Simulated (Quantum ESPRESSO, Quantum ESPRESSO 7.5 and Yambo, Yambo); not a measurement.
# A GW chain in Yambo: InP (F-43m)

How does a plane-wave GW calculation on InP (F-43m) run from the first input to the gap?

Program: Quantum ESPRESSO 7.5 and Yambo 5.3.0. Level of theory: PBE and many-body steps on it, plane waves. Results are calculated unless marked as measured.

Most raw output is cut from this account.

### Step 1. Set-up

It takes space group F-43m (No. 216, cubic). The conventional cell has a = 5.869 Å, b = 5.869 Å, c = 5.869 Å, α = 90.00°, β = 90.00°, γ = 90.00°. Nearest to In lie 4 P at 2.54 Å. P has 4 In at 2.54 Å nearest. Farther neighbours are not listed.

As a file:

```cif
data_structure
_symmetry_space_group_name_H-M 'P 1'
_symmetry_Int_Tables_number 1
_cell_length_a 4.1498
_cell_length_b 4.1498
_cell_length_c 4.1498
_cell_angle_alpha 60.000
_cell_angle_beta 60.000
_cell_angle_gamma 60.000
_cell_volume 50.53
loop_
_atom_site_label
_atom_site_type_symbol
_atom_site_fract_x
_atom_site_fract_y
_atom_site_fract_z
_atom_site_occupancy
In1 In 0.00000 0.00000 0.00000 1
P2 P 0.25000 0.25000 0.25000 1
```

The cell and positions come from the Crystallography Open Database and are kept as given unless a step says otherwise.

### Step 2. Ground state

This step: Quantum ESPRESSO 7.5; DFT, PBE, plane waves, norm-conserving pseudopotentials.

The ground-state density comes first.

File pw.in:

```
&control
  calculation = 'scf'
  prefix = 'x'
  outdir = 'o'
  pseudo_dir = 'pseudo'
/
&system
  ibrav = 0
  nat = 2
  ntyp = 2
  ecutwfc = 80.0
  nbnd = 18
  force_symmorphic = .true.
/
&electrons
  conv_thr = 1e-10
  electron_maxstep = 80
  mixing_beta = 0.5
/
ATOMIC_SPECIES
  In 114.82 In.upf
  P 30.974 P.upf
CELL_PARAMETERS angstrom
  -0.0000000000 2.9343500000 2.9343500000
  2.9343500000 -0.0000000000 2.9343500000
  2.9343500000 2.9343500000 -0.0000000000
ATOMIC_POSITIONS crystal
  In 0.0000000000 0.0000000000 0.0000000000
  P 0.2500000000 0.2500000000 0.2500000000
K_POINTS automatic
  6 6 6 0 0 0
```

Run with:

```console
OMP_NUM_THREADS=1 mpirun -n 4 pw.x -nk 4 -in pw.in > pw.out
```

It took 6.4 s on 4 MPI ranks of Arm Neoverse V1, shared host; peak memory 0.27 GiB.

Numbers from this step:

| Quantity | Value |
| --- | --- |
| total energy | -5616.0446 eV |
| gap | 0.6864 eV |
| k of the valence top | 0, 0, 0 |
| k of the conduction bottom | 0, 0, 0 |
| least direct gap | 0.6864 eV |

The gap is direct, at Γ.

### Step 3. Bands along the symmetry lines

The cheap functional maps the bands first; the places of the edges decide which points the dearer methods must see.

File pw.in:

```
&control
  calculation = 'bands'
  prefix = 'x'
  outdir = 'o'
  pseudo_dir = 'pseudo'
/
&system
  ibrav = 0
  nat = 2
  ntyp = 2
  ecutwfc = 80.0
  nbnd = 19
  force_symmorphic = .true.
/
&electrons
  conv_thr = 1e-9
  electron_maxstep = 80
  diago_full_acc = .true.
  diago_thr_init = 5e-6
/
ATOMIC_SPECIES
  In 114.82 In.upf
  P 30.974 P.upf
CELL_PARAMETERS angstrom
  -0.0000000000 2.9343500000 2.9343500000
  2.9343500000 -0.0000000000 2.9343500000
  2.9343500000 2.9343500000 -0.0000000000
ATOMIC_POSITIONS crystal
  In 0.0000000000 0.0000000000 0.0000000000
  P 0.2500000000 0.2500000000 0.2500000000
K_POINTS crystal
  50
  0.00000000 0.00000000 0.00000000 1
  -0.06250000 -0.06250000 0.00000000 1
  -0.12500000 -0.12500000 0.00000000 1
  -0.18750000 -0.18750000 0.00000000 1
  -0.25000000 -0.25000000 0.00000000 1
  -0.31250000 -0.31250000 0.00000000 1
  -0.37500000 -0.37500000 0.00000000 1
  -0.43750000 -0.43750000 0.00000000 1
  -0.50000000 -0.50000000 0.00000000 1
  -0.48437500 -0.48437500 0.03125000 1
  -0.46875000 -0.46875000 0.06250000 1
  -0.45312500 -0.45312500 0.09375000 1
  -0.43750000 -0.43750000 0.12500000 1
  -0.42187500 -0.42187500 0.15625000 1
  -0.40625000 -0.40625000 0.18750000 1
  -0.39062500 -0.39062500 0.21875000 1
  -0.37500000 -0.37500000 0.25000000 1
  -0.37500000 0.00000000 0.37500000 1
  -0.32812500 0.00000000 0.32812500 1
  -0.28125000 0.00000000 0.28125000 1
  -0.23437500 0.00000000 0.23437500 1
  -0.18750000 0.00000000 0.18750000 1
  -0.14062500 0.00000000 0.14062500 1
  -0.09375000 0.00000000 0.09375000 1
  -0.04687500 0.00000000 0.04687500 1
  0.00000000 0.00000000 0.00000000 1
  0.00000000 0.00000000 0.06250000 1
  0.00000000 0.00000000 0.12500000 1
  0.00000000 0.00000000 0.18750000 1
  0.00000000 0.00000000 0.25000000 1
  0.00000000 0.00000000 0.31250000 1
  0.00000000 0.00000000 0.37500000 1
  0.00000000 0.00000000 0.43750000 1
  -0.00000000 -0.00000000 0.50000000 1
  -0.06250000 -0.03125000 0.46875000 1
  -0.12500000 -0.06250000 0.43750000 1
  -0.18750000 -0.09375000 0.40625000 1
  -0.25000000 -0.12500000 0.37500000 1
  -0.31250000 -0.15625000 0.34375000 1
  -0.37500000 -0.18750000 0.31250000 1
  -0.43750000 -0.21875000 0.28125000 1
  -0.50000000 -0.25000000 0.25000000 1
  -0.50000000 -0.28125000 0.21875000 1
  -0.50000000 -0.31250000 0.18750000 1
  -0.50000000 -0.34375000 0.15625000 1
  -0.50000000 -0.37500000 0.12500000 1
  -0.50000000 -0.40625000 0.09375000 1
  -0.50000000 -0.43750000 0.06250000 1
  -0.50000000 -0.46875000 0.03125000 1
  -0.50000000 -0.50000000 0.00000000 1
```

It took 5.3 s on 4 MPI ranks; peak memory 0.23 GiB; 21 s of CPU time.

This step gave:

```yaml
gap: 0.6864 eV
k_of_the_valence_top: 0, 0, 0
k_of_the_conduction_bottom: 0, 0, 0
least_direct_gap: 0.6864 eV
```

The gap is 0.686 eV, as in the run before at this level.

The electronic bands at the labelled points (eV, zero at the top of the highest filled band):

```csv
point,band 10,band 11,band 12,band 13,band 14,band 15,band 16,band 17
Γ,-11.49,0.00,0.00,0.00,0.69,4.09,4.09,4.09
halfway,-10.60,-3.33,-1.40,-1.40,2.49,3.12,6.37,6.37
X,-9.13,-5.73,-2.31,-2.31,1.77,2.27,9.20,9.56
halfway,-9.12,-5.70,-2.73,-2.21,2.04,2.87,8.38,8.70
U,-9.14,-5.59,-3.29,-1.93,2.36,4.38,7.50,7.53
jump to K,-9.14,-5.59,-3.29,-1.93,2.36,4.38,7.50,7.53
halfway,-10.51,-3.79,-2.00,-0.57,2.82,4.69,4.99,5.21
Γ,-11.49,0.00,0.00,0.00,0.69,4.09,4.09,4.09
halfway,-10.82,-3.44,-0.55,-0.55,1.78,4.79,4.79,5.32
L,-9.78,-5.71,-0.96,-0.96,1.49,4.80,4.80,7.11
halfway,-9.47,-5.53,-2.68,-1.62,3.16,4.19,5.87,7.21
W,-9.06,-5.58,-2.94,-2.89,4.29,4.37,5.56,6.21
halfway,-9.09,-5.66,-2.64,-2.63,2.69,3.10,7.65,7.73
X,-9.13,-5.73,-2.31,-2.31,1.77,2.27,9.20,9.56
```

### Step 4. Empty states on the mesh, 4×4×4 mesh, 198 bands

The sums over transitions need many empty states on a uniform mesh; this step solves for them.

File pw.in:

```
&control
  calculation = 'nscf'
  prefix = 'x'
  outdir = 'o'
  pseudo_dir = 'pseudo'
/
&system
  ibrav = 0
  nat = 2
  ntyp = 2
  ecutwfc = 80.0
  nbnd = 198
  force_symmorphic = .true.
/
&electrons
  conv_thr = 1e-9
  electron_maxstep = 80
  diago_full_acc = .true.
  diago_thr_init = 5e-6
/
ATOMIC_SPECIES
  In 114.82 In.upf
  P 30.974 P.upf
CELL_PARAMETERS angstrom
  -0.0000000000 2.9343500000 2.9343500000
  2.9343500000 -0.0000000000 2.9343500000
  2.9343500000 2.9343500000 -0.0000000000
ATOMIC_POSITIONS crystal
  In 0.0000000000 0.0000000000 0.0000000000
  P 0.2500000000 0.2500000000 0.2500000000
K_POINTS automatic
  4 4 4 0 0 0
```

Run time: 17 s. Hardware: 4 MPI ranks; peak memory 0.48 GiB; 68 s of CPU time.

This step gave:

```yaml
gap: 0.6864 eV
k_of_the_valence_top: 0, 0, 0
k_of_the_conduction_bottom: 0, 0, 0
least_direct_gap: 0.6864 eV
k_points_computed: 8
lowest_point_of_the_top_converged_band_above_the_valence_top: 124.5391 eV
```

On this mesh the gap is 0.686 eV.

### Step 5. Conversion and set-up

This step: Yambo 5.3.0; conversion and set-up on PBE, plane waves, norm-conserving pseudopotentials.

The states are converted to the many-body program's format and the q mesh is built.

Run with:

```console
(cd o/x.save; p2y > p2y.log; mv SAVE ../..); yambo > setup.log
```

It took 2.8 s on 1 MPI rank; peak memory 0.25 GiB.

### Step 6. Screening and self-energy, 4×4×4 mesh, 198 bands, screening to 231.3 eV

G0W0 replaces the xc potential by the self-energy, built once from these orbitals. Only a window of levels is corrected, while the sums run over the empty bands that the input names.

This step: G0W0 on PBE, plane waves, norm-conserving pseudopotentials.

File gw1.in:

```
HF_and_locXC
gw0
dyson
ppa
em1d
rim_cut
RandQpts= 1000000
RandGvec= 1 RL
EXXRLvcs= 80 Ry
VXCRLvcs= 320 Ry
Chimod= "HARTREE"
% BndsRnXp
 1 | 198 |
%
NGsBlkXp= 17 Ry
% LongDrXp
 1 | 1 | 1 |
%
% GbndRnge
 1 | 198 |
%
DysSolver= "n"
ExtendOut
PPAPntXp= 27.21138 eV
% QPkrange
 1 | 1 | 12 | 15 |
%
```

Run with:

```console
OMP_NUM_THREADS=1 mpirun -n 4 yambo -F gw1.in -J gw1 -C gw1 > gw1.log
```

The job ended after 5 min (4 MPI ranks; peak memory 1.8 GiB; 20 min of CPU time).

Numbers from this step:

* G0W0 gap on the points computed: 1.383 eV
* starting gap on the mesh: 0.6864 eV
* k of the valence top: 0, 0, 0
* k of the conduction bottom: 0, 0, 0
* least direct G0W0 gap on the computed points: 1.383 eV
* Z at the valence top: 0.7801
* Z at the conduction bottom: 0.7937

The gap on the mesh goes from 0.69 eV to 1.38 eV, a correction of +0.70 eV.

Limits: finite bands, cutoff and mesh; no spin-orbit coupling; coarse k mesh. v1 is the top filled band, c1 the lowest empty one. The levels before and after the correction (eV, zero at the valence-band top of each column):

```csv
,conduction bottom,valence top
Kohn-Sham,0.69,0.00
G0W0,1.38,0.00
```

```csv
,level,energy (eV)
Kohn-Sham,Γ v2-v1,0.000
Kohn-Sham,Γ c1,0.686
Kohn-Sham,Γ c2,4.089
G0W0,Γ v2-v1,0.000
G0W0,Γ c1,1.383
G0W0,Γ c2,4.895
```

### Step 7. Where the time went

Times are wall times on the hardware named with each run, good to a factor of about two.

```csv
step,time,share,memory (GiB)
ground state,6.4 s,2 %,0.27
bands along the symmetry lines,5.3 s,2 %,0.23
empty states on the mesh,17 s,5 %,0.48
conversion and set-up,2.8 s,1 %,0.25
screening and self-energy,5 min,90 %,1.8
```

### Step 8. Results

- PBE gap: 0.69 eV, direct
- G0W0 gap on the mesh: 1.38 eV
- GW settings: 4×4×4 mesh, 198 bands, screening to 231.3 eV, Godby-Needs plasmon pole
- known limits: not at the basis limit; no spin-orbit coupling; coarse k mesh

In words: G0W0 moves the gap on the mesh from 0.69 eV to 1.38 eV (+0.70 eV), with Z of 0.78 and 0.79 at the edges. Only 1 of the mesh's irreducible points was corrected, so a valley elsewhere could overtake. The dearest step here is «screening and self-energy». Bands and cutoff are finite, so the gap is not at the basis limit. The miss can reach some tenths of an eV and take either sign; the mesh is an error of its own. In the G0W0 run levels were corrected at 1 k point alone, so a gap called «on the mesh» is the least over those, and an edge elsewhere would be missed. The 4×4×4 mesh is coarse for this cell, which bears on the long-range parts of exchange and screening. The many-body steps are scalar-relativistic: spin-orbit coupling is not in them.

[Paths, hosts, dates, memory and timing lines, banners, echoed tables and standing remarks are left out of the program output.]

[Logs are printed without paths, hosts, clocks, repeated set-up lines and the standing remarks that a program may print on its own settings, such as how far it seeks lower states.]

[Runs of the session that timed out or met a known fault of the program may be left out.]

[Hosts, paths, dates, database ids (printed as entryN), source tags and the programs' standing remarks are cut or masked in the printed files.]
